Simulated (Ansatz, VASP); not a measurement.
# Two plane-wave programs on BeSe

POSCAR

```
BeSe
1.0
    0.0000000000      2.5810355899      2.5810355899
    2.5810355899      0.0000000000      2.5810355899
    2.5810355899      2.5810355899      0.0000000000
Be Se
1 1
Direct
    0.0000000000      0.0000000000      0.0000000000
    0.2500000000      0.2500000000      0.2500000000
```

Contents of INCAR.step1:

```
PREC = Accurate
ENCUT = 520
EDIFF = 1E-5
ISMEAR = 0
SIGMA = 0.01
LREAL = False
LASPH = True
NELM = 80
ALGO = Normal
ISIF = 2
LWAVE = True
LCHARG = False
NBANDS = 11
GGA = PE
```

Contents of INCAR.step2:

```
PREC = Accurate
ENCUT = 520
EDIFF = 1E-7
ISMEAR = 0
SIGMA = 0.01
LREAL = False
LASPH = True
NELM = 80
ALGO = Normal
ISIF = 2
LWAVE = False
LCHARG = False
GGA = PE
LHFCALC = True
HFSCREEN = 0.2079
PRECFOCK = Normal
NBANDS = 11
ISTART = 1
```

KPOINTS

```
Automatic mesh
0
Gamma
  4 4 4
```

Input for Ansatz:

```yaml
crystal:
  lattice:
    - [0.0, 2.5810355899, 2.5810355899]
    - [2.5810355899, 0.0, 2.5810355899]
    - [2.5810355899, 2.5810355899, 0.0]
  atoms:
    - { symbol: Be, position: [0.0, 0.0, 0.0] }
    - { symbol: Se, position: [0.25, 0.25, 0.25] }
kpoints:
  mp_grid: { grid: [4, 4, 4] }
hamiltonian:
  xc: hse06
scf:
  occupations: { method: fixed }
  n_extra_bands: 4
output:
  forces: true
  stress: true
  eigenvalues: true
```

Alike in both runs: task single point; functional HSE06; k mesh 4 × 4 × 4; no spin polarisation.

|  | VASP | Ansatz |
| --- | --- | --- |
| version | VASP 6.6.1 | Ansatz 0.2.0 |
| potentials or method | VASP PAW PBE potentials, release 64 (Be, Se) | plane waves, PAW |
| plane-wave cutoff (eV) | 520 | 420 |
| occupations | gaussian, width 0.01 eV | fixed |
| valence electrons in the cell | 8 | 18 |

```tsv
	VASP	Ansatz	Ansatz less VASP
gap on the k mesh at the Fermi level (eV)	3.51	3.50	-0.010
pressure (GPa)	-0.4	-0.2	+0.12
```

The two sets of potentials don't hold the same shells in valence. Ansatz warned: «stress_exchange_threshold_loose».

Caveats: the k mesh is coarse (spacing up to 0.53 Å⁻¹), so the values aren't converged, least of all with exact exchange; the PAW data sets were made with another functional, which shifts forces and pressure a little (VASP). A k mesh can miss the band edges.
